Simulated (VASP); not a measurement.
Here is a VASP 6.6.1 calculation.

The input INCAR:

```
ALGO     = Normal         # electronic algorithm
EDIFF    = 1E-6           # SCF threshold, eV
ENCUT    = 520            # plane-wave cutoff, eV
ISIF     = 2              # what is computed and relaxed
ISMEAR   = -1             # smearing method
LASPH    = True           # aspherical terms in the spheres
LCHARG   = False          # write CHGCAR
LMAXMIX  = 4              # l up to which the mixer works
LMIXTAU  = True         
LREAL    = False          # projectors in reciprocal space
LWAVE    = False          # write WAVECAR
METAGGA  = RSCAN          # meta-GGA
NBANDS   = 15             # bands
NELM     = 100            # most SCF steps
PREC     = Accurate       # precision mode
SIGMA    = 0.05           # smearing width, eV
```

KPOINTS

```
k-points
0
Gamma
  10 10 10
```

File POSCAR:

```
TiC
1.0
    3.0420900000      0.0000000000      0.0000000000
   -1.5210400000      2.6345200000      0.0000000000
    0.0000000000      0.0000000000      2.6979700000
Ti C
1 1
Direct
    0.0000000000      0.0000000000      0.5000000000
    0.3333300000      0.6666700000      0.0000000000
```

File KPOINTS_OPT:

```
path GMKGALHA,LM,KH
20
line-mode
reciprocal
 0.0000000000  0.0000000000  0.0000000000  G
 0.5000000000  0.0000000000  0.0000000000  M

 0.5000000000  0.0000000000  0.0000000000  M
 0.3333333333  0.3333333333  0.0000000000  K

 0.3333333333  0.3333333333  0.0000000000  K
 0.0000000000  0.0000000000  0.0000000000  G

 0.0000000000  0.0000000000  0.0000000000  G
 0.0000000000  0.0000000000  0.5000000000  A

 0.0000000000  0.0000000000  0.5000000000  A
 0.5000000000  0.0000000000  0.5000000000  L

 0.5000000000  0.0000000000  0.5000000000  L
 0.3333333333  0.3333333333  0.5000000000  H

 0.3333333333  0.3333333333  0.5000000000  H
 0.0000000000  0.0000000000  0.5000000000  A

 0.5000000000  0.0000000000  0.5000000000  L
 0.5000000000  0.0000000000  0.0000000000  M

 0.3333333333  0.3333333333  0.0000000000  K
 0.3333333333  0.3333333333  0.5000000000  H
```

Potentials or basis: VASP PAW PBE potentials, release 64 (Ti_sv, C).

Launch:

```sh
$ cat potpaw_PBE.64/Ti_sv/POTCAR potpaw_PBE.64/C/POTCAR > POTCAR
$ mpirun -np 1 vasp_std > vasp.out
```

(1) What does it give for the pressure?

(2) Predict the band gap along the path.

## Answers

(1) -1.3 GPa.

(2) none (metal or under the smearing width).

Caveat: the PAW data sets were made with another functional, which shifts forces and pressure a little.
